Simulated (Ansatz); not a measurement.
An input for Ansatz 0.2.0 (Bi):

The input run.py:

```python
import json

import ase.io
import numpy as np

import ansatz as az

atoms = ase.io.read("Bi.cif")
atoms.info.pop("occupancy", None)

calculation = (
    az.Crystal.from_ase(atoms)
    .symmetry(detect=False)
    .calculation()
    .basis(cutoff=800.0)
    .kpoints(7, 7, 3)
    .functional("pbesol", dispersion="rvv10")
    .pseudopotentials(kind="paw", accuracy="standard", xc_functional="pbe")
    .scf(extra_bands=15)
    .occupations(method="cold", width=0.15)
    .band_structure(path=(((0.0, 0.0, 0.0), (0.5, 0.0, 0.0), (0.3333333333, 0.3333333333, 0.0), (0.0, 0.0, 0.0),
        (0.0, 0.0, 0.5), (0.5, 0.0, 0.5), (0.3333333333, 0.3333333333, 0.5), (0.0, 0.0, 0.5)), ((0.5, 0.0, 0.5),
        (0.5, 0.0, 0.0)), ((0.3333333333, 0.3333333333, 0.0), (0.3333333333, 0.3333333333, 0.5))), intervals=14)
    .forces()
    .stress()
)
outcome = calculation.run(threads=2, events_out="events.jsonl")

report = outcome.report
for line in open("events.jsonl"):
    event = json.loads(line)
    if event["event"] == "scf_iter":
        d = event["data"]
        print(f"SCF {d['iter']:3d}  HF = {d['harris_foulkes_ev']:.6f} eV  dr2 = {d['dr2_ev']:.2e} eV")
    elif event["event"] in ("relax_step", "md_step"):
        d = event["data"]
        print(f"{event['event']} {d['step']:3d}  E = {d['lagrangian_ev']:.6f} eV")
np.set_printoptions(precision=5, suppress=True, linewidth=110)
print("converged:", report["converged"], "after", report["n_iterations"], "iterations")
print(f"free energy {report['free_energy_ev']:.6f} eV, Fermi level {report['fermi_energy_ev']:.4f} eV")
for key in ("band_edges_ev", "magnetization_mub", "site_moments_mub", "site_moments_nc_mub", "forces_ev_ang",
                "stress_gpa"):
    if report.get(key) is not None:
        print(key, np.array(report[key]), sep="\n")
```

Bi.cif

```cif
data_Bi
_cell_length_a 4.53500000
_cell_length_b 4.53500000
_cell_length_c 11.81400000
_cell_angle_alpha 90.00000000
_cell_angle_beta 90.00000000
_cell_angle_gamma 120.00000000
_space_group_name_H-M_alt 'R-3m'
_space_group_name_Hall '-R 3 2"'
_space_group_IT_number 166
loop_
_space_group_symop_operation_xyz
'x,y,z'
'-x,-y,-z'
'-y,x-y,z'
'y,-x+y,-z'
'-x+y,-x,z'
'x-y,x,-z'
'y,x,-z'
'-y,-x,z'
'x-y,-y,-z'
'-x+y,y,z'
'-x,-x+y,-z'
'x,x-y,z'
'x+2/3,y+1/3,z+1/3'
'-x+2/3,-y+1/3,-z+1/3'
'-y+2/3,x-y+1/3,z+1/3'
'y+2/3,-x+y+1/3,-z+1/3'
'-x+y+2/3,-x+1/3,z+1/3'
'x-y+2/3,x+1/3,-z+1/3'
'y+2/3,x+1/3,-z+1/3'
'-y+2/3,-x+1/3,z+1/3'
'x-y+2/3,-y+1/3,-z+1/3'
'-x+y+2/3,y+1/3,z+1/3'
'-x+2/3,-x+y+1/3,-z+1/3'
'x+2/3,x-y+1/3,z+1/3'
'x+1/3,y+2/3,z+2/3'
'-x+1/3,-y+2/3,-z+2/3'
'-y+1/3,x-y+2/3,z+2/3'
'y+1/3,-x+y+2/3,-z+2/3'
'-x+y+1/3,-x+2/3,z+2/3'
'x-y+1/3,x+2/3,-z+2/3'
'y+1/3,x+2/3,-z+2/3'
'-y+1/3,-x+2/3,z+2/3'
'x-y+1/3,-y+2/3,-z+2/3'
'-x+y+1/3,y+2/3,z+2/3'
'-x+1/3,-x+y+2/3,-z+2/3'
'x+1/3,x-y+2/3,z+2/3'
loop_
_atom_site_label
_atom_site_type_symbol
_atom_site_symmetry_multiplicity
_atom_site_Wyckoff_symbol
_atom_site_fract_x
_atom_site_fract_y
_atom_site_fract_z
_atom_site_occupancy
Bi1 Bi 6 c 0.0000000000 0.0000000000 0.7660000000 1
```

Potentials or basis: SSSP efficiency PAW.

Command:

```sh
$ python run.py
```

Problem. How does this run end?

Solution. The run stopped without a result. It printed:

Output:

```text
Traceback (most recent call last):
  File "run.py", line 27, in <module>
  [frames inside libraries left out]
ansatz.RefusalError: inconsistent input (hamiltonian.dispersion, hamiltonian.xc): `dispersion: rvv10` has no transferable b for PBE exchange — Sabatini et al. (2013) fitted b=6.3 to rPW86, and the PBE refits of Peng & Perdew (2017) are task-dependent (b=6.6 S22 / b=10.0 layered). Use `xc: {exchange: rpw86, correlation: pbe}` for the original rVV10 or `xc: r2scan` for the r²SCAN+rVV10 pairing
```
